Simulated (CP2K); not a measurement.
N in CP2K: the effect of functional

N:

```
N
1.0
     2.51947    0.00000    0.00000
    -1.25974    2.18193    0.00000
     0.00000    0.00000    2.44600
N
2
Direct
  0.33333 0.66667 0.75000
  0.66667 0.33333 0.25000
```

The real solid is made of molecules; this cell is a model form.

Alike in all runs:

```yaml
Program: CP2K 2026.2
Potentials_or_basis: POTENTIAL_UZH N GTH-PBE-q5; TZVP-MOLOPT-PBE-GTH basis
Density_cutoff: 9184 eV
k_mesh: 12 × 12 × 11
Occupations: fermi-dirac, width 0.05 eV
Spin: no spin polarisation
```

```tsv
functional	pressure (GPa)
PBE	11.1
LDA	-2.1
PBEsol	1.3
rev-vdW-DF2	?
revPBE	13.9
vdW-DF-cx	6.1
r2SCAN	8.8
```

**Question.** What does the run with functional rev-vdW-DF2 give?

**Answer.** Pressure 10.5 GPa.

Caveats: the basis of atomic orbitals isn't converged, which shifts pressures, moduli and gaps; the potentials were made for another functional, which shifts forces and pressure (some runs).
